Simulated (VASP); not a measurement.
Input of a VASP 6.6.1 run:

The input POSCAR:

```
BP
1.0
    0.0000000000      2.2690000000      2.2690000000
    2.2690000000      0.0000000000      2.2690000000
    2.2690000000      2.2690000000      0.0000000000
P B
1 1
Direct
    0.7500000000      0.7500000000      0.7500000000
    0.0000000000      0.0000000000      0.0000000000
```

INCAR.step1

```
ALGO = Normal
EDIFF = 1E-7
ENCUT = 520
GGA = PE
ISIF = 2
ISMEAR = -1
LASPH = True
LCHARG = True
LREAL = False
LWAVE = False
NBANDS = 11
NELM = 60
PREC = Accurate
SIGMA = 0.05
```

The input KPOINTS.step1:

```
k-points
0
Gamma
  10 10 10
```

File INCAR.step2:

```
ALGO = Normal
EDIFF = 1E-7
ENCUT = 520
GGA = PE
ICHARG = 11
ISIF = 2
ISMEAR = 0
LASPH = True
LCHARG = False
LREAL = False
LWAVE = False
NBANDS = 11
NELM = 60
PREC = Accurate
SIGMA = 0.05
```

KPOINTS.step2

```
path GXWKGLUWLK,UX
10
line-mode
reciprocal
 0.0000000000  0.0000000000  0.0000000000  G
 0.5000000000  0.0000000000  0.5000000000  X

 0.5000000000  0.0000000000  0.5000000000  X
 0.5000000000  0.2500000000  0.7500000000  W

 0.5000000000  0.2500000000  0.7500000000  W
 0.3750000000  0.3750000000  0.7500000000  K

 0.3750000000  0.3750000000  0.7500000000  K
 0.0000000000  0.0000000000  0.0000000000  G

 0.0000000000  0.0000000000  0.0000000000  G
 0.5000000000  0.5000000000  0.5000000000  L

 0.5000000000  0.5000000000  0.5000000000  L
 0.6250000000  0.2500000000  0.6250000000  U

 0.6250000000  0.2500000000  0.6250000000  U
 0.5000000000  0.2500000000  0.7500000000  W

 0.5000000000  0.2500000000  0.7500000000  W
 0.5000000000  0.5000000000  0.5000000000  L

 0.5000000000  0.5000000000  0.5000000000  L
 0.3750000000  0.3750000000  0.7500000000  K

 0.6250000000  0.2500000000  0.6250000000  U
 0.5000000000  0.0000000000  0.5000000000  X
```

Potentials or basis: VASP PAW PBE potentials, release 64 (P, B).

Run with:

```sh
$ cat potpaw_PBE.64/P/POTCAR potpaw_PBE.64/B/POTCAR > POTCAR
$ cp INCAR.step1 INCAR
$ cp KPOINTS.step1 KPOINTS
$ mpirun -np 1 vasp_std > vasp.out
$ cp INCAR.step2 INCAR
$ cp KPOINTS.step2 KPOINTS
$ mpirun -np 1 vasp_std > vasp.out
```

**Question.** Predict the band gap along the path.

**Answer.** 1.25 eV, indirect (least direct gap 3.40 eV).

**Question.** Estimate the band gap on the k mesh.

**Answer.** 1.24 eV, indirect (least direct gap 3.40 eV).

Levels at the corners of the path, in eV from the valence-band top:
```
point  band 2  band 3  band 4  band 5  band 6  band 7
    Γ    0.00    0.00    0.00    3.40    3.40    3.40
    X   -8.58   -4.11   -4.11    1.33    1.66   12.12
    X   -8.58   -4.11   -4.11    1.33    1.66   12.12
    W   -8.06   -5.67   -5.47    5.34    6.77    7.25
    W   -8.06   -5.67   -5.47    5.34    6.77    7.25
    K   -8.16   -6.22   -3.50    2.15    6.01    9.74
    K   -8.16   -6.22   -3.50    2.15    6.01    9.74
    Γ    0.00    0.00    0.00    3.40    3.40    3.40
    Γ    0.00    0.00    0.00    3.40    3.40    3.40
    L   -9.03   -1.76   -1.76    3.78    4.71    4.71
    L   -9.03   -1.76   -1.76    3.78    4.71    4.71
    U   -8.16   -6.22   -3.50    2.15    6.01    9.74
    U   -8.16   -6.22   -3.50    2.15    6.01    9.74
    W   -8.06   -5.67   -5.47    5.34    6.77    7.25
    W   -8.06   -5.67   -5.47    5.34    6.77    7.25
    L   -9.03   -1.76   -1.76    3.78    4.71    4.71
    L   -9.03   -1.76   -1.76    3.78    4.71    4.71
    K   -8.16   -6.22   -3.50    2.15    6.01    9.74
    U   -8.16   -6.22   -3.50    2.15    6.01    9.74
    X   -8.58   -4.11   -4.11    1.33    1.66   12.12
```

Caveat: the log is that of the step along the path at fixed density, whose energy, stress, charges and moments have no meaning. A hybrid or GW would open this gap; PBE tends to underestimate it.
